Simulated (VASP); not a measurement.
# SrH2O2: electric field gradients with r2SCAN

SrH2O2:

```
CELL_PARAMETERS angstrom
9.83839 0.00000 0.00000
0.00000 3.91296 0.00000
0.00000 0.00000 6.01057
ATOMIC_POSITIONS crystal
Sr 0.34048 0.75000 0.60243
Sr 0.65952 0.25000 0.39757
Sr 0.15952 0.25000 0.10243
Sr 0.84048 0.75000 0.89757
H 0.02647 0.75000 0.37126
H 0.97353 0.25000 0.62874
H 0.47353 0.25000 0.87126
H 0.52647 0.75000 0.12874
H 0.40793 0.25000 0.18493
H 0.59207 0.75000 0.81507
H 0.09207 0.75000 0.68493
H 0.90793 0.25000 0.31507
O 0.62481 0.75000 0.12692
O 0.37519 0.25000 0.87308
O 0.87519 0.25000 0.62692
O 0.12481 0.75000 0.37308
O 0.39365 0.25000 0.34573
O 0.60635 0.75000 0.65427
O 0.10635 0.75000 0.84573
O 0.89365 0.25000 0.15427
```

The cell comes from a database or a generator and needn't be the stable form of this composition.

```json
{
 "Program": "VASP 6.6.1",
 "Task": "electric field gradients",
 "Functional": "r2SCAN",
 "Potentials or basis": "VASP PAW PBE potentials, release 64 (Sr_sv, H, O)",
 "Cutoff": "520 eV",
 "k mesh": "2 × 5 × 4",
 "Occupations": "fermi-dirac, width 0.02 eV",
 "Spin": "no spin polarisation",
 "Dipole correction": "no",
 "Further INCAR settings": "LREAL = Auto; ALGO = Normal; EDIFF = 1e-08; NBANDS = 64"
}
```

```yaml
Pressure: 0.1 GPa
Largest_force: 0.013 eV/Å
Band_gap_on_the_k_mesh: 4.77 eV, indirect (least direct gap 4.95 eV)
```

Forces in eV/Å, atoms in the order of the input:
```
Sr  -0.013  0.000  0.001
Sr   0.013  0.000 -0.001
Sr   0.013  0.000  0.001
Sr  -0.013  0.000 -0.001
H   -0.002  0.000  0.006
H    0.002  0.000 -0.006
H    0.002  0.000  0.006
H   -0.002  0.000 -0.006
H    0.005  0.000  0.002
H   -0.005  0.000 -0.002
H   -0.005  0.000  0.002
H    0.005  0.000 -0.002
O    0.004  0.000 -0.003
O   -0.004  0.000  0.003
O   -0.004  0.000 -0.003
O    0.004  0.000  0.003
O    0.004  0.000  0.008
O   -0.004  0.000 -0.008
O   -0.004  0.000  0.008
O    0.004  0.000 -0.008
```

Stress tensor (GPa, compression positive):
```
0.03 0.00 0.00
0.00 0.05 0.00
0.00 0.00 0.13
```

Levels at points of the mesh, in eV from the valence-band top:
```csv
k point,band 45,band 46,band 47,band 48,band 49,band 50,band 51,band 52
"(0.00, 0.00, 0.00)",-0.41,-0.33,-0.27,-0.18,4.77,6.20,6.31,7.14
"(0.50, 0.00, 0.00)",-0.37,-0.37,-0.22,-0.22,5.45,5.45,6.52,6.52
"(0.00, 0.00, 0.50)",-0.39,-0.39,0.00,0.00,6.20,6.20,7.11,7.11
"(0.50, 0.00, 0.50)",-0.38,-0.38,-0.01,-0.01,6.32,6.32,7.06,7.06
```

Electric field gradients, principal values (V/Å²):
| atom | Vxx | Vyy | Vzz |
| --- | --- | --- | --- |
| 1 Sr | -7.077 | -14.337 | 21.413 |
| 2 Sr | -7.077 | -14.337 | 21.413 |
| 3 Sr | -7.077 | -14.337 | 21.413 |
| 4 Sr | -7.077 | -14.337 | 21.413 |
| 5 H | -21.995 | -22.469 | 44.464 |
| 6 H | -21.995 | -22.469 | 44.464 |
| 7 H | -21.995 | -22.469 | 44.464 |
| 8 H | -21.995 | -22.469 | 44.464 |
| 9 H | -17.551 | -20.138 | 37.688 |
| 10 H | -17.551 | -20.138 | 37.688 |
| 11 H | -17.551 | -20.138 | 37.688 |
| 12 H | -17.551 | -20.138 | 37.688 |
| 13 O | -63.519 | -71.235 | 134.754 |
| 14 O | -63.519 | -71.235 | 134.754 |
| 15 O | -63.519 | -71.235 | 134.754 |
| 16 O | -63.519 | -71.235 | 134.754 |
| 17 O | -55.730 | -57.829 | 113.559 |
| 18 O | -55.730 | -57.829 | 113.559 |
| 19 O | -55.730 | -57.829 | 113.559 |
| 20 O | -55.730 | -57.829 | 113.559 |

Run time: 18 min on 1 thread of Intel(R) Xeon(R) Platinum 8488C (Sapphire Rapids), with other jobs on the host, peak memory 0.45 GiB.

Caveat: the PAW data sets were made with another functional, which shifts forces and pressure a little; an odd mesh through Γ misses points on the zone boundary, where band edges often lie.
